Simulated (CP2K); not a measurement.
## Pd under changes of volume

One of the cells (14.750 Å³/atom); the others are scaled copies at fixed shape and fractional positions:

```
Pd
1.0
     2.75277    0.00000    0.00000
     1.37638    2.38397    0.00000
     1.37638    0.79466    2.24762
Pd
1
Cartesian
  0.0000 0.0000 0.0000
```

```yaml
Program: CP2K 2026.2
Functional: PBE
Potentials_or_basis: POTENTIAL_UZH Pd GTH-PBE-q18; TZVP-MOLOPT-PBE-GTH basis
Density_cutoff: 6803 eV
k_mesh: 12 × 12 × 12
Occupations: fermi-dirac, width 0.05 eV
Spin: no spin polarisation
```

```tsv
volume (Å³/atom)	energy over the lowest point (meV/atom)	pressure (GPa)
13.865	107.20	24.7
14.160	?	?
14.455	38.19	13.6
14.750	17.85	9.0
15.045	5.44	4.9
15.340	0.00	1.3
15.635	0.71	-1.8
```

Question: What does the run at 14.160 Å³/atom give?

Answer: Energy over the lowest point 67.57 meV/atom; pressure 18.8 GPa.

Worked out: A Birch-Murnaghan fit of order 3 (a polynomial in V^(-2/3)) to the other rows has its minimum at 15.45 Å³/atom with B0 = V·E''(V) = 166 GPa and B' = 5.8. It gives 67.56 meV/atom at 14.160 Å³/atom, against the run's 67.57, and -dE/dV = 18.6 GPa, against 18.8.

Energies are extrapolated to zero smearing.

Caveats: the basis of atomic orbitals isn't converged, which shifts pressures, moduli and gaps.
